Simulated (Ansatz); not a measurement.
# GaSb (I-4m2) in Ansatz: notebook

The runs below take GaSb through single point, equation of state, with LDA.

Program: Ansatz 0.2.0. These are calculated values, not measurements. Logs are shortened: lines on timing, memory, paths and dates and some standing lists are left out, and cuts for length are marked.

## 1. Starting point

The structure is tetragonal, space group I-4m2 (No. 119). Conventional cell: a = 5.507 Å, b = 5.507 Å, c = 3.181 Å, α = 90.00°, β = 90.00°, γ = 90.00°. Around Sb (site symmetry -4m2) lie 4 Ga at 2.87 Å and 2 Sb at 3.18 Å. Around Ga (site symmetry -4m2) lie 4 Sb at 2.87 Å and 2 Ga at 3.18 Å.

Measurements of this composition are mostly on another form, of space group No. 216.

## 2. Single point, LDA, 22.67 Å³/atom (volume scaled by 0.94)

File input.yaml:

```yaml
crystal:
  lattice:
    - [-2.6972256977, 2.6972256977, 1.5582344802]
    - [2.6972256977, -2.6972256977, 1.5582344802]
    - [2.6972256977, 2.6972256977, -1.5582344802]
  atoms:
    - { symbol: Sb, position: [0.0, 0.0, 0.0] }
    - { symbol: Ga, position: [0.75, 0.25, 0.5] }
hamiltonian:
  xc: lda
  pseudopotentials: { kind: paw }
kpoints:
  mp_grid: { grid: [10, 10, 10] }
scf:
  occupations: { method: fermi_dirac, width: 0.05 }
output:
  forces: true
  stress: true
  eigenvalues: true
```

Potentials or basis: Ansatz PAW.

Run with:

```bash
$ ansatz run input.yaml --threads 2 --pin off --max-ram 5632MiB --backend cpu --events-out ev --progress --plain --runs-dir out
```

The program printed:

```text
Warning: RAYON_NUM_THREADS=2 ignored (pool sized by the plan → 2); use --threads N
Engine: ansatz 0.2.0, aarch64-unknown-linux-gnu
Pseudopotentials: kind: paw
Pseudopotential: Sb, paw, valence charge 15, recommended cutoff 420 eV (normal), Sb.paw.azcp
Pseudopotential: Ga, paw, valence charge 13, recommended cutoff 420 eV (normal), Ga.paw.azcp
Functional definition: SPW92
  exchange = slater_x
  correlation = pw_c
Crystal: 2 atoms, lattice volume = 45.345 Å³
Basis set: ecut = 420 eV, 885 PW (Γ)
Bands: 18, of which v1, the nominal top of the filled ones, is band 14 counted from 1 (13 counted from 0)
Symmetry: 8 space group operations
Space group: I-4m2 (ITA 119), of the structure as read, at distance tolerance 3.6e-5 Å
k-points: 102 of 1000 (time reversal used)
Non-local potential: Sb, projectors of the file, l = 0: 2, l = 1: 2, l = 2: 2, l = 3: 2
Non-local potential: Ga, projectors of the file, l = 0: 2, l = 1: 2, l = 2: 3, l = 3: 1
PAW form: soft (Blöchl's): semilocal exchange-correlation on the pseudo side does not see the compensation charge
PAW frozen core: Sb, regenerated for the run's functional, and the local potential with it (the file was generated under x = pbe(κ = 0.804, μ = 0.2195149727645171), c = pbe(β = 0.06672455060314922))
PAW frozen core: Ga, regenerated for the run's functional, and the local potential with it (the file was generated under x = pbe(κ = 0.804, μ = 0.2195149727645171), c = pbe(β = 0.06672455060314922))
PAW one-centre angular grid: Sb, 590 points (default); XC on 64 Gauss nodes
PAW one-centre angular grid: Ga, 590 points (default); XC on 64 Gauss nodes
Initial density: superposition of atomic densities (neutral atoms: chi_scale 0, normalization atom), corrected by the library's trained network
Initial wavefunctions: pseudopotential atomic-orbital guess
Functional: x = slater, c = lda
SCF iter   1: F=—  HF=-10042.762357 eV  |F-HF|=—  |Δ(HF+E_count)|=         —  Δρ=6.73e-3  dr2=9.26e-3  ethr=1.77e-3  ⟨swp⟩=6.0  Hψ=9161  notcnv=0
preconditioner: auto → Kerker (q_TF=auto, 2.518 Å⁻¹)  [metal: Δε(μ)=0.028 eV  Ē_g=21.156 eV  σ=0.050 eV  W_gap=0.14  n_scr=16 (ndim 8)  ℏωp=29.2 eV  f_vac=0.000  D(μ)=0.59/eV (n_scr^D=0)]
SCF iter   2: F=—  HF=-10042.758498 eV  |F-HF|=—  |Δ(HF+E_count)|=   3.86e-3  Δρ=3.63e-3  dr2=3.22e-3  ethr=3.31e-5  ⟨swp⟩=2.1  Hψ=3292  notcnv=0
SCF iter   3: F=—  HF=-10042.757646 eV  |F-HF|=—  |Δ(HF+E_count)|=   8.52e-4  Δρ=8.04e-4  dr2=1.90e-4  ethr=1.15e-5  ⟨swp⟩=2.1  Hψ=3204  notcnv=0
SCF iter   4: F=—  HF=-10042.757460 eV  |F-HF|=—  |Δ(HF+E_count)|=   1.85e-4  Δρ=3.61e-4  dr2=7.99e-5  ethr=6.79e-7  ⟨swp⟩=2.0  Hψ=2601  notcnv=0
SCF iter   5: F=—  HF=-10042.757436 eV  |F-HF|=—  |Δ(HF+E_count)|=   2.48e-5  Δρ=1.29e-4  dr2=6.32e-6  ethr=2.85e-7  ⟨swp⟩=2.0  Hψ=3256  notcnv=0
SCF iter   6: F=—  HF=-10042.757434 eV  |F-HF|=—  |Δ(HF+E_count)|=   1.60e-6  Δρ=3.48e-5  dr2=6.11e-7  ethr=2.26e-8  ⟨swp⟩=2.0  Hψ=3073  notcnv=0
SCF iter   7: F=-10042.757434 eV  HF=-10042.757434 eV  |F-HF|=1.64e-8  |Δ(HF+E_count)|=   1.83e-7  Δρ=9.88e-6  dr2=2.96e-8  ethr=3.57e-10  ⟨swp⟩=6.2  Hψ=9227  notcnv=0
SCF 1 converged in 7 iterations: F = -10042.757434 eV  dr2 = 2.96e-8
SCF converged after 7 iterations
Free energy (F): -10042.757434 eV
Harris-Foulkes:  -10042.757434 eV  (|F-HF|=1.64e-8)
Internal energy: -10042.752499 eV  (E = F + TS)
E sigma→0 (E₀):  -10042.754967 eV
Entropy (-TS):   -0.004934 eV (-2.467 meV/atom)
Fermi energy:    10.522660 eV
--- Per-component energies (eV) ---
  E_band       = -184.251816
  E_kinetic    = 324.843894
  E_local      = -3281.708924  (includes V_loc(G=0)·N_el)
  E_nonlocal   = 791.052637
  E_hartree    = 1521.739935
  E_xc         = -207.702529
  E_vxc        = -157.099356  (∫ρ·V_xc dr)
  E_paw        = -6336.846537  (= ΣΔE_a)
  E_vpaw       = -904.826126  (= ΣTr[D̂ρ^β])
  E_aug_tail   = -0.000133  (compensation charges beyond the density's cutoff)
  E_ewald      = -2856.418146
  E_core_change = 2.287303  (= ΣΔE_core)
  E_smearing   = -0.004934  (= −TS)
  E_closure    = -0.000000  (closes the sum)
  Σ components = -10042.757434   (vs F -10042.757434, Δ=0.00e0)
--- Forces (eV/Å), atoms counted from 1 ---
  atom   1  Sb     0.00000000     0.00000000    -0.00000000
  atom   2  Ga    -0.00000000     0.00000000    -0.00000000
  max |Σ_I F_I| component: 4.86e-17 eV/Å
--- Stress (GPa, compression-positive) ---
       -0.831996       0.000000       0.000000
        0.000000      -0.831996       0.000000
        0.000000       0.000000      -1.631685
  P = ⅓ Tr σ = -1.0986 GPa (-10.986 kbar)
--- Band table (eV; the first three rows and the last of 102) ---
  k-point 0: bands = ["-18.4739", "-18.3507", "-18.3507", "-18.3447", "-18.3399", "-4.5289", "-4.4405", "-4.4358", "-4.3990", "-4.3990", "-1.9137", "7.6631", "8.5281", "8.5281", "13.9633", "15.8130", "17.9133", "17.9133"]
  k-point 1: bands = ["-18.4739", "-18.3508", "-18.3503", "-18.3450", "-18.3391", "-4.5274", "-4.4433", "-4.4345", "-4.3992", "-4.3978", "-1.8210", "6.5245", "8.6397", "9.4561", "14.4589", "15.6227", "17.1504", "17.4375"]
  k-point 2: bands = ["-18.4739", "-18.3509", "-18.3494", "-18.3457", "-18.3369", "-4.5238", "-4.4504", "-4.4313", "-4.3998", "-4.3948", "-1.5475", "5.0430", "8.9683", "10.4018", "14.9980", "15.7563", "16.2121", "16.4716"]
  k-point 101: bands = ["-18.4740", "-18.3534", "-18.3471", "-18.3471", "-18.3227", "-4.5488", "-4.5185", "-4.3990", "-4.3912", "-4.3912", "0.9758", "4.4110", "5.2391", "5.2391", "14.0933", "15.6038", "21.4479", "21.4479"]
```

It took 4.5 s on 2 threads of Arm Neoverse V1, shared host; peak memory 0.38 GiB.

Results:

```
Free energy            : -10042.7574 eV
Pressure               : -1.1 GPa
Band gap on the k mesh : none (metal or under the smearing width)
```

Caveat: the PAW data sets come from PBE, with cores solved anew for the run's functional, which leaves a small shift of forces and pressure.

## 3. Single point, LDA, 23.15 Å³/atom (volume scaled by 0.96)

File input.yaml:

```yaml
crystal:
  lattice:
    - [-2.7162208707, 2.7162208707, 1.569208324]
    - [2.7162208707, -2.7162208707, 1.569208324]
    - [2.7162208707, 2.7162208707, -1.569208324]
  atoms:
    - { symbol: Sb, position: [0.0, 0.0, 0.0] }
    - { symbol: Ga, position: [0.75, 0.25, 0.5] }
hamiltonian:
  xc: lda
  pseudopotentials: { kind: paw }
kpoints:
  mp_grid: { grid: [10, 10, 10] }
scf:
  occupations: { method: fermi_dirac, width: 0.05 }
output:
  forces: true
  stress: true
  eigenvalues: true
  write_density: true
  write_potential: true
  elf: true
  volumetric_format: npy
```

Potentials or basis: Ansatz PAW.

Run with:

```bash
$ ansatz run input.yaml --threads 2 --pin off --max-ram 5632MiB --backend cpu --events-out ev --progress --plain --runs-dir out
```

Wall time 6.2 s (2 threads of Arm Neoverse V1, shared host); peak memory 0.39 GiB.

The run converged. Its results:

| Quantity | Value |
| --- | --- |
| Free energy | -10042.7471 eV |
| Pressure | -2.3 GPa |
| Band gap on the k mesh | none (metal or under the smearing width) |

Caveat: the PAW data sets come from PBE, with cores solved anew for the run's functional, which leaves a small shift of forces and pressure.

## 4. Single point, LDA, 23.64 Å³/atom (volume scaled by 0.98)

File input.yaml:

```yaml
crystal:
  lattice:
    - [-2.7349540204, 2.7349540204, 1.5800307924]
    - [2.7349540204, -2.7349540204, 1.5800307924]
    - [2.7349540204, 2.7349540204, -1.5800307924]
  atoms:
    - { symbol: Sb, position: [0.0, 0.0, 0.0] }
    - { symbol: Ga, position: [0.75, 0.25, 0.5] }
hamiltonian:
  xc: lda
  pseudopotentials: { kind: paw }
kpoints:
  mp_grid: { grid: [10, 10, 10] }
scf:
  occupations: { method: fermi_dirac, width: 0.05 }
output:
  forces: true
  stress: true
  eigenvalues: true
```

Run with:

```bash
$ ansatz run input.yaml --threads 2 --pin off --max-ram 5632MiB --backend cpu --events-out ev --progress --plain --runs-dir out
```

Run time: 4.5 s. Hardware: 2 threads of Arm Neoverse V1, shared host; peak memory 0.39 GiB.

The run converged. Its results:

```
Free energy            : -10042.7300 eV
Pressure               : -3.4 GPa
Band gap on the k mesh : none (metal or under the smearing width)
```

Caveat: the PAW data sets come from PBE, with cores solved anew for the run's functional, which leaves a small shift of forces and pressure.

## 5. Single point, LDA, 24.12 Å³/atom

Edit input.yaml of step 4 so:

```diff
@@ -2,5 +2,5 @@
   lattice:
-    - [-2.7349540204, 2.7349540204, 1.5800307924]
-    - [2.7349540204, -2.7349540204, 1.5800307924]
-    - [2.7349540204, 2.7349540204, -1.5800307924]
+    - [-2.753434, 2.753434, 1.590707]
+    - [2.753434, -2.753434, 1.590707]
+    - [2.753434, 2.753434, -1.590707]
   atoms:
```

Run with:

```bash
$ ansatz run input.yaml --threads 2 --pin off --max-ram 5632MiB --backend cpu --events-out ev --progress --plain --runs-dir out
```

It took 4.6 s on 2 threads of Arm Neoverse V1, shared host; peak memory 0.39 GiB.

Results (log left out):

- Free energy: -10042.7069 eV
- Pressure: -4.3 GPa
- Band gap on the k mesh: none (metal or under the smearing width)

Caveat: the PAW data sets come from PBE, with cores solved anew for the run's functional, which leaves a small shift of forces and pressure.

## 6. Single point, LDA, 24.60 Å³/atom (volume scaled by 1.02)

Edit input.yaml of step 5 so:

```diff
@@ -2,5 +2,5 @@
   lattice:
-    - [-2.753434, 2.753434, 1.590707]
-    - [2.753434, -2.753434, 1.590707]
-    - [2.753434, 2.753434, -1.590707]
+    - [-2.7716691937, 2.7716691937, 1.6012417905]
+    - [2.7716691937, -2.7716691937, 1.6012417905]
+    - [2.7716691937, 2.7716691937, -1.6012417905]
   atoms:
@@ -19 +19,5 @@
   eigenvalues: true
+  write_density: true
+  write_potential: true
+  elf: true
+  volumetric_format: npy
```

Potentials or basis: Ansatz PAW.

Run with:

```bash
$ ansatz run input.yaml --threads 2 --pin off --max-ram 5632MiB --backend cpu --events-out ev --progress --plain --runs-dir out
```

Wall time 6.3 s (2 threads of Arm Neoverse V1, shared host); peak memory 0.4 GiB.

It converged, with:

```yaml
Free_energy: -10042.6784 eV
Pressure: -5.1 GPa
Band_gap_on_the_k_mesh: none (metal or under the smearing width)
```

Caveat: the PAW data sets come from PBE, with cores solved anew for the run's functional, which leaves a small shift of forces and pressure.

## 7. Single point, LDA, 25.08 Å³/atom (volume scaled by 1.04)

File input.yaml:

```yaml
crystal:
  lattice:
    - [-2.7896675499, 2.7896675499, 1.6116397558]
    - [2.7896675499, -2.7896675499, 1.6116397558]
    - [2.7896675499, 2.7896675499, -1.6116397558]
  atoms:
    - { symbol: Sb, position: [0.0, 0.0, 0.0] }
    - { symbol: Ga, position: [0.75, 0.25, 0.5] }
hamiltonian:
  xc: lda
  pseudopotentials: { kind: paw }
kpoints:
  mp_grid: { grid: [10, 10, 10] }
scf:
  occupations: { method: fermi_dirac, width: 0.05 }
output:
  forces: true
  stress: true
  eigenvalues: true
```

Run with:

```bash
$ ansatz run input.yaml --threads 2 --pin off --max-ram 5632MiB --backend cpu --events-out ev --progress --plain --runs-dir out
```

It took 4.7 s on 2 threads of Arm Neoverse V1, shared host; peak memory 0.39 GiB.

It converged, with:

- Free energy: -10042.6452 eV
- Pressure: -5.9 GPa
- Band gap on the k mesh: none (metal or under the smearing width)

Caveat: the PAW data sets come from PBE, with cores solved anew for the run's functional, which leaves a small shift of forces and pressure.

## 8. Single point, LDA, 25.57 Å³/atom (volume scaled by 1.06)

Edit input.yaml of step 7 so:

```diff
@@ -2,5 +2,5 @@
   lattice:
-    - [-2.7896675499, 2.7896675499, 1.6116397558]
-    - [2.7896675499, -2.7896675499, 1.6116397558]
-    - [2.7896675499, 2.7896675499, -1.6116397558]
+    - [-2.8074366121, 2.8074366121, 1.6219052539]
+    - [2.8074366121, -2.8074366121, 1.6219052539]
+    - [2.8074366121, 2.8074366121, -1.6219052539]
   atoms:
```

Run with:

```bash
$ ansatz run input.yaml --threads 2 --pin off --max-ram 5632MiB --backend cpu --events-out ev --progress --plain --runs-dir out
```

Run time: 4.6 s. Hardware: 2 threads of Arm Neoverse V1, shared host; peak memory 0.39 GiB.

The run converged. Its results:

* Free energy: -10042.6079 eV
* Pressure: -6.5 GPa
* Band gap on the k mesh: none (metal or under the smearing width)

Caveat: the PAW data sets come from PBE, with cores solved anew for the run's functional, which leaves a small shift of forces and pressure.

## 9. Equation of state, LDA

Potentials or basis: Ansatz PAW.

This step only gathers the single runs of the series.

What came out:

```yaml
Equilibrium_volume: "22.28 Å³/atom (rough: see the caveat)"
Bulk_modulus_at_fixed_shape_and_positions: 66 GPa (rough)
```

Energy against volume, from the lowest point:
| volume (Å³/atom) | energy (meV/atom) |
| --- | --- |
| 22.672 | 0.00 |
| 23.155 | 5.15 |
| 23.637 | 13.71 |
| 24.120 | 25.29 |
| 24.602 | 39.53 |
| 25.084 | 56.12 |
| 25.567 | 74.77 |

Caveat: the minimum lies outside the volumes run; the cell was scaled at fixed shape and fractional positions, which overstates the stiffness of a crystal with free parameters, most of all of layers and chains.
